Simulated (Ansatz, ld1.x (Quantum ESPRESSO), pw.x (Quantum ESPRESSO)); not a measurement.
## From atom to crystal: PAW potential for rubidium

rubidium (Rb), PAW, made with ld1.x (Quantum ESPRESSO) 7.5 (PBE, scalar-relativistic). Core [Ar] 3d10, reference 4s2 4p6 4d0 5s0.5 5p0 (charge +0.5). Waves: 4s (bound): rcut 1.90, rcutus 2.60 bohr; 5s (bound): rcut 1.90, rcutus 2.60 bohr; 4p (bound): rcut 3.40, rcutus 3.90 bohr; 5p (bound, empty): rcut 3.40, rcutus 3.90 bohr; 4d (bound, empty): rcut 3.10, rcutus 4.30 bohr; 4d channel at 0.75 Ry: rcut 3.10, rcutus 4.30 bohr. Local part: all-electron potential smoothed inside 4.30 bohr (lloc = -1). Core correction: Bessel-smoothed model core inside 2.70 bohr. Augmentation charge: BESSEL, radius 2.05 bohr.

Crystal test: diamond Rb in pw.x 7.5, no spin, 8³ k-points, Fermi–Dirac smearing 0.01 Ry, cutoffs 40/320 Ry. The reference is all-electron LAPW (Ansatz 0.2.0) with the same functional, mesh and smearing; V0 and B0 come from Birch–Murnaghan fits to the pressures at five volumes. Errors are pseudo minus all-electron; Δ is the rms difference of the E(V) curves that follow from these fits, minima aligned, over ±6 % about the mean V0. Mesh and smearing are coarse, so the numbers serve the comparison and aren't converged zero-temperature values; the lattice is a test structure that the element need not adopt.

All-electron: a0 = 10.418 Å (V0 = 141.33 Å³/atom), B0 = 0.9 GPa.

How far does the potential miss the all-electron equation of state?

mean pressure error (GPa): -0.00; a0 (Å): 10.406; a0 error (%): -0.11; B0 error (%): +6.8; Δ (meV/atom): 0.1. Atomic configuration tests: test run stopped at test 1 of 7 (negative rho).

| V (Å³/atom) | P all-electron (GPa) | P pseudo (GPa) |
| --- | --- | --- |
| 134.625 | 0.05 | 0.05 |
| 138.168 | 0.02 | 0.02 |
| 141.711 | -0.00 | -0.01 |
| 145.254 | -0.02 | -0.03 |
| 148.797 | -0.04 | -0.05 |

At the middle volume, how do free energy and pressure move when the wave cutoff is lowered (ecutrho held at 320 Ry)?

| cutoff (Ry) | shift of F (meV/atom) | shift of P (GPa) |
| --- | --- | --- |
| 18 | +2.5 | +0.00 |
| 24 | +0.7 | -0.00 |
| 32 | +0.2 | +0.00 |

Input at the middle volume:

```
&control
  calculation='scf', prefix='x', pseudo_dir='./', outdir='./tmp', tstress=.true., disk_io='none'
/
&system
  ibrav=0, nat=2, ntyp=1, ecutwfc=40, ecutrho=320, nbnd=17,
  occupations='smearing', smearing='fd', degauss=0.01
/
&electrons
  conv_thr=1e-09, mixing_beta=0.4, electron_maxstep=70
/
ATOMIC_SPECIES
Rb 1.0 Rb.UPF
CELL_PARAMETERS angstrom
  0.00000000 5.21356174 5.21356174
  5.21356174 0.00000000 5.21356174
  5.21356174 5.21356174 0.00000000
ATOMIC_POSITIONS crystal
Rb 0.0000 0.0000 0.0000
Rb 0.2500 0.2500 0.2500
K_POINTS automatic
8 8 8 0 0 0
```

```bash
pw.x < Rb.scf.in > Rb.scf.out
```

Lines of the output:

```
Message from routine setup:
     using ibrav=0 with symmetry is DISCOURAGED, use correct ibrav instead
     lattice parameter (alat)  =      13.9331  a.u.
     unit-cell volume          =    1912.6265 (a.u.)^3
     number of electrons       =        18.00
     number of Kohn-Sham states=           17
     kinetic-energy cutoff     =      40.0000  Ry
     charge density cutoff     =     320.0000  Ry
     scf convergence threshold =      1.0E-09
     Exchange-correlation= SLA  PW   PBX  PBC
     number of k points=    29  Fermi-Dirac smearing, width (Ry)=  0.0100
     iteration #  1     ecut=    40.00 Ry     beta= 0.40
     total energy              =    -479.69312216 Ry
     estimated scf accuracy    <       2.53462362 Ry
     iteration #  2     ecut=    40.00 Ry     beta= 0.40
     total energy              =    -479.73088813 Ry
     estimated scf accuracy    <       0.11283300 Ry
     iteration #  3     ecut=    40.00 Ry     beta= 0.40
     total energy              =    -479.76561862 Ry
     estimated scf accuracy    <       0.02960747 Ry
     iteration #  4     ecut=    40.00 Ry     beta= 0.40
     total energy              =    -479.79927984 Ry
     estimated scf accuracy    <       0.03851692 Ry
     iteration #  5     ecut=    40.00 Ry     beta= 0.40
     total energy              =    -479.80221739 Ry
     estimated scf accuracy    <       0.00043835 Ry
     iteration #  6     ecut=    40.00 Ry     beta= 0.40
     total energy              =    -479.80733929 Ry
     estimated scf accuracy    <       0.00401081 Ry
     iteration #  7     ecut=    40.00 Ry     beta= 0.40
     total energy              =    -479.80742272 Ry
     estimated scf accuracy    <       0.00658390 Ry
     iteration #  8     ecut=    40.00 Ry     beta= 0.40
     total energy              =    -479.80751512 Ry
     estimated scf accuracy    <       0.00002206 Ry
     [... 14 iterations left out ...]
     iteration # 23     ecut=    40.00 Ry     beta= 0.40
     total energy              =    -479.80753629 Ry
     estimated scf accuracy    <       0.00000004 Ry
     iteration # 24     ecut=    40.00 Ry     beta= 0.40
     total energy              =    -479.80753629 Ry
     estimated scf accuracy    <       0.00000002 Ry
     iteration # 25     ecut=    40.00 Ry     beta= 0.40
     total energy              =    -479.80753629 Ry
     estimated scf accuracy    <       0.00000001 Ry
     iteration # 26     ecut=    40.00 Ry     beta= 0.40
     total energy              =    -479.80753629 Ry
     estimated scf accuracy    <          2.3E-09 Ry
     iteration # 27     ecut=    40.00 Ry     beta= 0.40
     total energy              =    -479.80753628 Ry
     estimated scf accuracy    <          4.2E-09 Ry
     iteration # 28     ecut=    40.00 Ry     beta= 0.40
     total energy              =    -479.80753630 Ry
     estimated scf accuracy    <       0.00000001 Ry
     iteration # 29     ecut=    40.00 Ry     beta= 0.40
     total energy              =    -479.80753629 Ry
     estimated scf accuracy    <          1.2E-09 Ry
     iteration # 30     ecut=    40.00 Ry     beta= 0.40
     the Fermi energy is     0.1640 ev
!    total energy              =    -479.80753629 Ry
     estimated scf accuracy    <          4.7E-12 Ry
     smearing contrib. (-TS)   =      -0.00779892 Ry
     convergence has been achieved in  30 iterations
          total   stress  (Ry/bohr**3)                   (kbar)     P=       -0.07
     Message from routine punch:
     Nothing written, as per user request (disk_io='none')
```

The run at the middle volume (29 k-points, 30 iterations) took about 3.7 min on one core of a shared host (Intel(R) Xeon(R) Platinum 8488C, 192 threads, 744 GiB, load 18).
